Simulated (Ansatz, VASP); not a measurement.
**Two plane-wave programs on Si**

The input INCAR:

```
SYSTEM = Si
  PREC = Accurate
  ENCUT = 520
  EDIFF = 1E-6
  ISMEAR = 0
  SIGMA = 0.013000000000000001
  LREAL = .FALSE.
  LASPH = .TRUE.
  NELM = 60
  ALGO = Fast
  ISIF = 2
  LWAVE = .FALSE.
  LCHARG = .FALSE.
  GGA = PE
  NBANDS = 8
```

The input KPOINTS:

```
Automatic mesh
0
G
  12 12 11
  0 0 0
```

File POSCAR:

```
Si
1.0
    2.6205428149      0.0000000000      0.0000000000
   -1.3102714075      2.2694566494      0.0000000000
    0.0000000000      0.0000000000      2.4663543900
Si
1
Direct
    0.0000000000      0.0000000000      0.0000000000
```

Contents of input.yaml:

```yaml
crystal:
  lattice:
    - [2.6205428149, 0.0, 0.0]
    - [-1.3102714075, 2.2694566494, 0.0]
    - [0.0, 0.0, 2.46635439]
  atoms:
    - { symbol: Si, position: [0.0, 0.0, 0.0] }
hamiltonian:
  xc: pbe
  pseudopotentials: { kind: paw }
kpoints:
  mp_grid: { grid: [12, 12, 11] }
scf:
  occupations: { method: gaussian, width: 0.013 }
output:
  forces: true
  stress: true
  eigenvalues: true
```

This isn't the form of Si at room conditions, which is diamond.

Alike in both runs: task single point; functional PBE; k mesh 12 × 12 × 11; occupations gaussian, width 0.013 eV; no spin polarisation.

|  | VASP | Ansatz |
| --- | --- | --- |
| version | VASP 6.6.1 | Ansatz 0.2.0 |
| potentials or method | VASP PAW PBE potentials, release 64 (Si) | Ansatz PAW |
| plane-wave cutoff (eV) | 520 | 420 |
| valence electrons in the cell | 4 | 4 |

Ansatz gave:

* gap on the k mesh at the Fermi level (eV): none
* pressure (GPa): 3.1
* largest component of the traceless stress (GPa): 3.51

Task: Estimate VASP's values.

Result: gap on the k mesh at the Fermi level (eV): none; pressure (GPa): 3.0; largest component of the traceless stress (GPa): 3.47.

A gap of «none» marks a metal or a gap that the smearing closes. With one functional, cell and mesh, what is left measures potentials, basis and numerics.
